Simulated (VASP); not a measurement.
# ZrC (Fm-3m) in VASP: notebook, part 2 of 2

VASP 6.6.1.

## (4) Single point, PBEsol

The input, INCAR:

```
ALGO = Normal
EDIFF = 1E-7
ENCUT = 520
GGA = PS
ISIF = 2
ISMEAR = 0
LASPH = True
LCHARG = False
LREAL = False
LWAVE = False
NBANDS = 15
NELM = 100
PREC = Accurate
SIGMA = 0.1
```

The input, KPOINTS:

```
k-points
0
Gamma
  8 8 8
```

The input, POSCAR:

```
ZrC
1.0
    0.0000000000      2.3345629339      2.3345629339
    2.3345629339      0.0000000000      2.3345629339
    2.3345629339      2.3345629339      0.0000000000
Zr C
1 1
Direct
    0.5000000000      0.5000000000      0.5000000000
    0.0000000000      0.0000000000      0.0000000000
```

Potentials or basis: VASP PAW PBE potentials, release 64 (Zr_sv, C).

Launch:

```bash
$ cat potpaw_PBE.64/Zr_sv/POTCAR potpaw_PBE.64/C/POTCAR > POTCAR
$ mpirun -np 1 vasp_std > vasp.out
```

OUTCAR:

```text
EDIFF = 1E-7
   ENCUT = 520
   GGA = PS
   ISIF = 2
   ISMEAR = 0
   LASPH = True
   LREAL = False
   NELM = 100
   PREC = Accurate

 ion  position               nearest neighbor table
   1  0.500  0.500  0.500-   2 2.33   2 2.33   2 2.33   2 2.33   2 2.33   2 2.33
   2  0.000  0.000  0.000-   1 2.33   1 2.33   1 2.33   1 2.33   1 2.33   1 2.33

  LATTYP: Found a face centered cubic cell.
 ALAT       =     4.6691258678

  Lattice vectors:

 A1 = (   0.0000000000,   2.3345629339,   2.3345629339)
 A2 = (   2.3345629339,   0.0000000000,   2.3345629339)
 A3 = (   2.3345629339,   2.3345629339,   0.0000000000)

Analysis of symmetry for initial positions (statically):
=====================================================================
 Subroutine PRICEL returns:
 Original cell was already a primitive cell.

 Routine SETGRP: Setting up the symmetry group for a
 face centered cubic supercell.

 Subroutine GETGRP returns: Found 48 space group operations
 (whereof 48 operations were pure point group operations)
 out of a pool of 48 trial point group operations.

The static configuration has the point symmetry O_h .

Analysis of symmetry for dynamics (positions and initial velocities):
=====================================================================
 Subroutine PRICEL returns:
 Original cell was already a primitive cell.

 Routine SETGRP: Setting up the symmetry group for a
 face centered cubic supercell.

 Subroutine GETGRP returns: Found 48 space group operations
 (whereof 48 operations were pure point group operations)
 out of a pool of 48 trial point group operations.

The dynamic configuration has the point symmetry O_h .

 Subroutine INISYM returns: Found 48 space group operations
 (whereof 48 operations are pure point group operations),
 and found     1 'primitive' translations

----------------------------------------------------------------------------------------

                                     Primitive cell

  volume of cell :      25.4476

  direct lattice vectors                    reciprocal lattice vectors
     0.000000000  2.334562934  2.334562934    -0.214172851  0.214172851  0.214172851
     2.334562934  0.000000000  2.334562934     0.214172851 -0.214172851  0.214172851
     2.334562934  2.334562934  0.000000000     0.214172851  0.214172851 -0.214172851

  length of vectors
     3.301570563  3.301570563  3.301570563     0.370958260  0.370958260  0.370958260

  position of ions in fractional coordinates (direct lattice)
     0.500000000  0.500000000  0.500000000
     0.000000000  0.000000000  0.000000000

  ion indices of the primitive-cell ions
   primitive index   ion index
                 1           1
                 2           2

----------------------------------------------------------------------------------------

 KPOINTS: k-points

Automatic generation of k-mesh.
 Grid dimensions read from file:
 generate k-points for:    8    8    8

 Generating k-lattice:

  Cartesian coordinates                     Fractional coordinates (reciprocal lattice)
    -0.026771606  0.026771606  0.026771606     0.125000000  0.000000000  0.000000000
     0.026771606 -0.026771606  0.026771606     0.000000000  0.125000000  0.000000000
     0.026771606  0.026771606 -0.026771606     0.000000000  0.000000000  0.125000000

  Length of vectors
     0.046369782  0.046369782  0.046369782

[... 39 lines left out ...]
   dimension x,y,z NGXF=    56 NGYF=   56 NGZF=   56
   ions per type =               1   1
   NGX,Y,Z   is equivalent  to a cutoff of  14.10, 14.10, 14.10 a.u.
   NGXF,Y,Z  is equivalent  to a cutoff of  28.20, 28.20, 28.20 a.u.
 SYSTEM =  unknown system
   PREC   = accura    normal or accurate (medium, high low for compatibility)
   ISTART =      0    job   : 0-new  1-cont  2-samecut
   ICHARG =      2    charge: 1-file 2-atom 10-const
   ISPIN  =      1    spin polarized calculation?
   LNONCOLLINEAR =      F non collinear calculations
   LSORBIT =      F    spin-orbit coupling
   LASPH  =      T    aspherical Exc in radial PAW
   ENCUT  =  520.0 eV  38.22 Ry    6.18 a.u.   6.14  6.14  6.14*2*pi/ulx,y,z
   NELM   =    100;   NELMIN=  2; NELMDL= -5     # of ELM steps
   EDIFF  = 0.1E-06   stopping-criterion for ELM
   LREAL  =      F    real-space projection
   EDIFFG = 0.1E-05   stopping-criterion for IOM
   NSW    =      0    number of steps for IOM
   IBRION =     -1    ionic relax: 0-MD 1-quasi-New 2-CG
   NFREE  =      0    steps in history (QN), initial steepest desc. (CG)
   ISIF   =      2    stress and relaxation
   ISYM   =      2    0-nonsym 1-usesym 2-fastsym
   POTIM  = 0.5000    time-step for ionic-motion
   TEBEG  =    0.0;   TEEND  =   0.0 temperature during run
   PSTRESS=    0.0 pullay stress
   NELECT =      16.0000    total number of electrons
   NUPDOWN=      -1.0000    fix difference up-down
   EMIN   =  10.00;   EMAX   =-10.00  energy-range for DOS
   EFERMI =   0.00;   METHOD = LEGACY
   ISMEAR =     0;   SIGMA  =   0.10  broadening in eV -4-tet -1-fermi 0-gaus
   EFERMI_NEDOS =   21; number of points for ismear=-14 and -15
   IALGO  =     38    algorithm
   IMIX   =      4    mixing-type and parameters
     AMIX     =   0.40;   BMIX     =  1.00
     AMIX_MAG =   1.60;   BMIX_MAG =  1.00
  volume/ion in A,a.u.               =      12.72        85.86
  Fermi-wavevector in a.u.,A,eV,Ry     =   1.402488  2.650319 26.762297  1.966973
  Thomas-Fermi vector in A             =   2.525245
   LORBIT       =      0    0 simple, 1 ext, 2 COOP (PROOUT), +10 PAW based schemes
   GGA     = PS    functional components
   LHFCALC =     F    Hartree Fock is set to
   AEXX    =    0.0000 exact exchange contribution
   IVDW    =     0    specifies the selected vdW correction
   LEPSILON=     F    determine dielectric tensor
   LRPA    =     F    only Hartree local field effects (RPA)
 non-spin polarized calculation
 Gauss-broadening in eV      SIGMA  =   0.10
  energy-cutoff  :      520.00
  volume of cell :       25.45
 maximum number of plane-waves:       701
 NGX is ok and might be reduce to    28
   NGX = 13   NGY = 13   NGZ = 13

 number of electron      16.0000000 magnetization

 Free energy of the ion-electron system (eV)
  ---------------------------------------------------
  ext. energy  EPLUGINS =         0.00000000
  ---------------------------------------------------
  free energy    TOTEN  =       -20.57111983 eV

  energy without entropy =      -20.56909418  energy(sigma->0) =      -20.57010701

 E-fermi :   9.6752     XC(G=0): -12.3786

 val. band max:        9.6552248870   @ k =   0.1250   0.1250   0.0000
 cond. band min:       9.8183120398   @ k =   0.5000   0.5000   0.0000
 fundamental gap:      0.1630871529
 Fermi energy:         9.6751537893

 k-point     1 :       0.0000    0.0000    0.0000
  band No.  band energies     occupation
      1     -38.1728      2.00000
      2     -15.9001      2.00000
      3     -15.9001      2.00000
      4     -15.9001      2.00000
      5      -1.6246      2.00000
      6      10.6844      0.00000
      7      10.6844      0.00000
      8      10.6844      0.00000
      9      10.7877      0.00000
     10      10.7877      0.00000
     11      10.7877      0.00000
     12      12.5882      0.00000
     13      12.5882      0.00000
     14      17.2504      0.00000
[... 401 lines left out ...]
      2     -16.6905      2.00000
      3     -16.2278      2.00000
      4     -16.0669      2.00000
      5       0.8713      2.00000
      6       5.3825      2.00000
      7       7.1712      2.00000
      8       7.2757      2.00000
      9      13.1573      0.00000
     10      13.5945      0.00000
     11      15.1213      0.00000
     12      17.9768      0.00000
     13      18.7415      0.00000
     14      20.1510      0.00000
     15      23.5967      0.00000

 [... further k-points ...]

------------------------ aborting loop because EDIFF is reached ----------------------------------------

  FORCE on cell =-STRESS in cart. coord.  units (eV):
  Direction    XX          YY          ZZ          XY          YZ          ZX
  --------------------------------------------------------------------------------------
  -------------------------------------------------------------------------------------
  Total        0.0550665      0.0550665      0.0550665      0.0000000      0.0000000     -0.0000000
  in kB        3.4669779      3.4669779      3.4669779      0.0000000      0.0000000     -0.0000000
  external PRESSURE =       3.4669779 kB  Pullay stress =       0.0000000 kB

 VOLUME and BASIS-vectors are now :
 -----------------------------------------------------------------------------
  energy-cutoff  :      520.00
  volume of cell :       25.45
      direct lattice vectors                 reciprocal lattice vectors
     0.000000000  2.334562934  2.334562934    -0.214172851  0.214172851  0.214172851
     2.334562934  0.000000000  2.334562934     0.214172851 -0.214172851  0.214172851
     2.334562934  2.334562934  0.000000000     0.214172851  0.214172851 -0.214172851

 POSITION                                       TOTAL-FORCE (eV/Angst)
 -----------------------------------------------------------------------------------
      2.33456      2.33456      2.33456        -0.000000     -0.000000      0.000000
      0.00000      0.00000      0.00000         0.000000      0.000000     -0.000000
 -----------------------------------------------------------------------------------
    total drift:                                0.000000      0.000000      0.000000

  FREE ENERGIE OF THE ION-ELECTRON SYSTEM (eV)
  ---------------------------------------------------
  free  energy   TOTEN  =       -20.5711198280 eV

  energy  without entropy=      -20.5690941826  energy(sigma->0) =      -20.57010701
```

OSZICAR:

```text
N       E                     dE             d eps       ncg     rms          rms(c)
DAV:   1     0.100778535969E+03    0.10078E+03   -0.85895E+03   870   0.108E+03
DAV:   2    -0.174236945250E+02   -0.11820E+03   -0.11109E+03  1108   0.287E+02
DAV:   3    -0.235521690869E+02   -0.61285E+01   -0.60819E+01  1398   0.567E+01
DAV:   4    -0.237754361048E+02   -0.22327E+00   -0.22310E+00  1080   0.693E+00
DAV:   5    -0.237784278661E+02   -0.29918E-02   -0.29917E-02  1124   0.655E-01    0.217E+01
DAV:   6    -0.206810349779E+02    0.30974E+01   -0.55857E+00  1027   0.217E+01    0.801E+00
DAV:   7    -0.205929958007E+02    0.88039E-01   -0.56396E-01  1011   0.547E+00    0.664E+00
DAV:   8    -0.205998928218E+02   -0.68970E-02   -0.29779E-01  1060   0.395E+00    0.434E+00
DAV:   9    -0.205725798099E+02    0.27313E-01   -0.41095E-02   968   0.138E+00    0.997E-01
DAV:  10    -0.205711410132E+02    0.14388E-02   -0.65837E-03  1080   0.672E-01    0.112E-01
DAV:  11    -0.205711272348E+02    0.13778E-04   -0.22565E-04   989   0.152E-01    0.532E-02
DAV:  12    -0.205711208159E+02    0.64188E-05   -0.69116E-06  1070   0.226E-02    0.101E-02
DAV:  13    -0.205711199328E+02    0.88314E-06   -0.17731E-06  1059   0.847E-03    0.487E-03
DAV:  14    -0.205711198268E+02    0.10599E-06   -0.10753E-07   754   0.227E-03    0.942E-04
DAV:  15    -0.205711198280E+02   -0.11994E-08   -0.87786E-09   540   0.855E-04
   1 F= -.20571120E+02 E0= -.20570107E+02  d E =-.202565E-02
```

Run time: 15 s. Hardware: 1 thread of Intel Xeon Platinum 8488C (Sapphire Rapids), shared host; peak memory 0.16 GiB.

Results:

| Quantity | Value |
| --- | --- |
| Free energy | -20.5711 eV |
| Pressure | 0.3 GPa |
| Band gap on the k mesh | none (metal or under the smearing width) |

Levels at points of the mesh, in eV from the Fermi level:
```csv
k point,band 4,band 5,band 6,band 7,band 8,band 9,band 10,band 11,band 12,band 13
"(0.00, 0.00, 0.00)",-25.58,-11.30,1.01,1.01,1.01,1.11,1.11,1.11,2.91,2.91
"(0.50, 0.00, 0.00)",-25.66,-8.07,-5.36,-2.96,-2.96,4.66,4.66,5.51,6.61,10.47
"(0.50, 0.50, 0.00)",-25.88,-10.13,-1.98,-1.83,0.14,0.14,4.62,5.87,5.87,8.35
```

Caveat: the PAW data sets were made with another functional, which shifts forces and pressure a little.

## (5) Relaxation of cell and atoms, PBEsol

This run uses another cell than the first one, of 13.23 Å³/atom, 1.040 times its volume.

The input, INCAR:

```
SYSTEM = ZrC
ALGO     = Normal         ! electronic algorithm
EDIFF    = 1E-7           ! SCF threshold, eV
EDIFFG   = -0.05          ! ionic threshold
ENCUT    = 600            ! plane-wave cutoff, eV
GGA      = PS             ! functional
IBRION   = 2              ! ionic algorithm
ISIF     = 3              ! what is computed and relaxed
ISMEAR   = 0              ! smearing method
LASPH    = .True.         ! aspherical terms in the spheres
LCHARG   = .False.        ! write CHGCAR
LREAL    = .False.        ! projectors in reciprocal space
LWAVE    = .False.        ! write WAVECAR
NELM     = 80             ! most SCF steps
NSW      = 100            ! ionic steps
PREC     = Accurate       ! precision mode
SIGMA    = 0.1            ! smearing width, eV
```

The input, KPOINTS:

```
k-points
0
Gamma
  8 8 8
  0 0 0
```

The input, POSCAR:

```
ZrC
1.0
    0.0000000000      2.3650000000      2.3650000000
    2.3650000000      0.0000000000      2.3650000000
    2.3650000000      2.3650000000      0.0000000000
Zr C
1 1
Direct
    0.5000000000      0.5000000000      0.5000000000
    0.0000000000      0.0000000000      0.0000000000
```

Launch:

```bash
$ cat potpaw_PBE.64/Zr_sv/POTCAR potpaw_PBE.64/C/POTCAR > POTCAR
$ mpirun -np 1 vasp_std > vasp.out
```

It took 23 s on 1 thread of Intel Xeon Platinum 8488C (Sapphire Rapids), shared host; peak memory 0.17 GiB.

It converged, with:

```yaml
Free_energy: -20.5730 eV
Relaxed_volume: 12.75 Å³/atom
Relaxed_cell: a = 3.304 Å, b = 3.304 Å, c = 3.304 Å, α = 60.00°, β = 60.00°, γ = 60.00°
Space_group_after_relaxing_to_0.05_Å: Fm-3m (No. 225)
Energy_gained_by_relaxing: 13.0 meV/atom
Ionic_steps: 3
Pressure_after_relaxing: -0.2 GPa
Band_gap_on_the_k_mesh: none (metal or under the smearing width)
```

The path:
```csv
step,energy change (eV),largest force (eV/Å),pressure (GPa),volume (Å³)
1,0.0000,0.0000,-8.24,26.46
2,0.0501,0.0000,16.68,23.94
3,-0.0260,0.0000,-0.16,25.49
```

Final structure:
```yaml
crystal:
  lattice:
    - [0.00000, 2.33598, 2.33598]
    - [2.33598, 0.00000, 2.33598]
    - [2.33598, 2.33598, 0.00000]
  atoms:
    - { symbol: Zr, position: [0.50000, 0.50000, 0.50000] }
    - { symbol: C, position: [0.00000, 0.00000, 0.00000] }
```

Levels at points of the mesh, in eV from the Fermi level:
```csv
k point,band 6,band 7,band 8,band 9,band 10,band 11
"(0.00, 0.00, 0.00)",1.01,1.01,1.01,1.11,1.11,1.11
"(0.50, 0.00, 0.00)",-5.36,-2.95,-2.95,4.65,4.65,5.50
"(0.50, 0.50, 0.00)",-1.98,-1.83,0.14,0.14,4.61,5.86
```

Caveat: the PAW data sets were made with another functional, which shifts forces and pressure a little; the relaxation stopped at a loose force limit of 0.05 eV/Å, so its end isn't a converged minimum.

## (6) Relaxation of cell and atoms, PBEsol (cell and atoms relaxed tightly for response)

The input, INCAR:

```
  ALGO = Fast
  EDIFF = 1E-7
  EDIFFG = -0.001
  ENCUT = 600
  GGA = PS
  IBRION = 2
  ISIF = 3
  ISMEAR = -1
  LASPH = True
  LCHARG = False
  LREAL = False
  LWAVE = False
  NELM = 100
  NSW = 80
  PREC = Accurate
  SIGMA = 0.15
```

The input, KPOINTS:

```
k-points
0
Gamma
  16 16 16
```

The input, POSCAR:

```
ZrC
1.0
    0.0000000000      2.3345629354      2.3345629354
    2.3345629354      0.0000000000      2.3345629354
    2.3345629354      2.3345629354      0.0000000000
Zr C
1 1
Direct
    0.5000000000      0.5000000000      0.5000000000
    0.0000000000      0.0000000000      0.0000000000
```

Potentials or basis: VASP PAW PBE potentials, release 64 (Zr_sv, C).

Launch:

```bash
$ cat potpaw_PBE.64/Zr_sv/POTCAR potpaw_PBE.64/C/POTCAR > POTCAR
$ mpirun -np 1 vasp_std > vasp.out
```

It took 2.1 min on 1 thread of Intel Xeon 6975P-C (Granite Rapids), shared host; peak memory 0.2 GiB.

Results (log left out):

```yaml
Free_energy: -20.5856 eV
Relaxed_volume: 12.74 Å³/atom
Relaxed_cell: a = 3.303 Å, b = 3.303 Å, c = 3.303 Å, α = 60.00°, β = 60.00°, γ = 60.00°
Space_group_after_relaxing_to_0.05_Å: Fm-3m (No. 225)
Energy_gained_by_relaxing: 0.0 meV/atom
Ionic_steps: 4
Pressure_after_relaxing: 0.0 GPa
Band_gap_on_the_k_mesh: none (metal or under the smearing width)
```

Final structure:
```
Zr C
1.0
     0.00000    2.33561    2.33561
     2.33561    0.00000    2.33561
     2.33561    2.33561    0.00000
Zr C
1 1
Direct
  0.50000 0.50000 0.50000
  0.00000 0.00000 0.00000
```

Levels at points of the mesh, in eV from the Fermi level:
```csv
k point,band 5,band 6,band 7,band 8,band 9,band 10,band 11,band 12
"(0.00, 0.00, 0.00)",-11.35,0.95,0.95,0.95,1.06,1.06,1.06,2.86
"(0.50, 0.00, 0.00)",-8.13,-5.41,-3.00,-3.00,4.60,4.60,5.45,6.56
"(0.50, 0.50, 0.00)",-10.18,-2.03,-1.88,0.09,0.09,4.57,5.81,5.81
```

Caveat: the PAW data sets were made with another functional, which shifts forces and pressure a little.

## (7) Single point, PBEsol

This run uses another cell than the first one, of 13.23 Å³/atom, 1.040 times its volume.

The input, INCAR:

```
SYSTEM = ZrC
  PREC = Accurate
  ENCUT = 520
  EDIFF = 1E-6
  ISMEAR = 0
  SIGMA = 0.1
  LREAL = .False.
  LASPH = .True.
  NELM = 100
  ALGO = Normal
  ISIF = 2
  LWAVE = .False.
  LCHARG = .False.
  GGA = PS
  NBANDS = 15
```

The input, KPOINTS:

```
Automatic mesh
0
Gamma
  6 6 6
  0 0 0
```

The input, POSCAR:

```
ZrC
1.0
    0.0000000000      2.3650000000      2.3650000000
    2.3650000000      0.0000000000      2.3650000000
    2.3650000000      2.3650000000      0.0000000000
Zr C
1 1
Direct
    0.5000000000      0.5000000000      0.5000000000
    0.0000000000      0.0000000000      0.0000000000
```

Launch:

```bash
$ cat potpaw_PBE.64/Zr_sv/POTCAR potpaw_PBE.64/C/POTCAR > POTCAR
$ mpirun -np 1 vasp_std > vasp.out
```

It took 5 s on 1 thread of Intel Xeon 6975P-C (Granite Rapids), shared host; peak memory 0.15 GiB.

Results (log left out):

* Free energy: -20.5382 eV
* Pressure: -8.1 GPa
* Band gap on the k mesh: none (metal or under the smearing width)

Levels at points of the mesh, in eV from the Fermi level:
| k point | band 4 | band 5 | band 6 | band 7 | band 8 | band 9 | band 10 | band 11 | band 12 | band 13 |
| --- | --- | --- | --- | --- | --- | --- | --- | --- | --- | --- |
| (0.00, 0.00, 0.00) | -25.73 | -11.13 | 1.03 | 1.03 | 1.03 | 1.12 | 1.12 | 1.12 | 2.82 | 2.82 |
| (0.50, 0.00, 0.00) | -25.81 | -8.10 | -5.19 | -2.80 | -2.80 | 4.47 | 4.47 | 5.29 | 6.46 | 10.04 |
| (0.50, 0.50, 0.00) | -26.00 | -9.94 | -2.01 | -1.69 | 0.13 | 0.13 | 4.43 | 5.61 | 5.61 | 7.89 |

Caveat: the k mesh is coarse (spacing up to 0.38 Å⁻¹), so the values aren't converged; the PAW data sets were made with another functional, which shifts forces and pressure a little.

## (8) The runs side by side

| task | cell | k mesh | cutoff (eV) | smearing | mesh quality | gap on the mesh (eV) | pressure (GPa) | relaxed volume (Å³/atom) |
| --- | --- | --- | --- | --- | --- | --- | --- | --- |
| single point | cell and atoms relaxed tightly for response | 16 × 16 × 16 | 520 | fermi-dirac 0.15 eV | not flagged | none | 0.4 | - |
| relaxation of cell and atoms | relaxed from: cell and atoms relaxed tightly for response | 16 × 16 × 16 | 600 | fermi-dirac 0.15 eV | not flagged | none | 0.0 | 12.74 |
| single point | Fm-3m, 12.72 Å³/atom | 8 × 8 × 8 | 520 | gaussian 0.1 eV | not flagged | none | 0.3 | - |
| relaxation of cell and atoms | relaxed | 8 × 8 × 8 | 600 | gaussian 0.1 eV | not flagged | none | -0.2 | 12.75 |
| single point | Fm-3m, 13.23 Å³/atom | 6 × 6 × 6 | 520 | gaussian 0.1 eV | coarse | none | -8.1 | - |

Alike in all rows: level PBEsol; potentials or basis VASP PAW PBE potentials, release 64 (Zr_sv, C); no spin polarisation.

Caveats: some runs use coarse meshes; the PAW data sets were made with another functional, which shifts forces and pressure a little; the relaxation stopped at a loose force limit of 0.05 eV/Å, so its end isn't a converged minimum (some runs).

Total energies depend on the potentials used, so only differences within one code and one set of settings carry meaning.
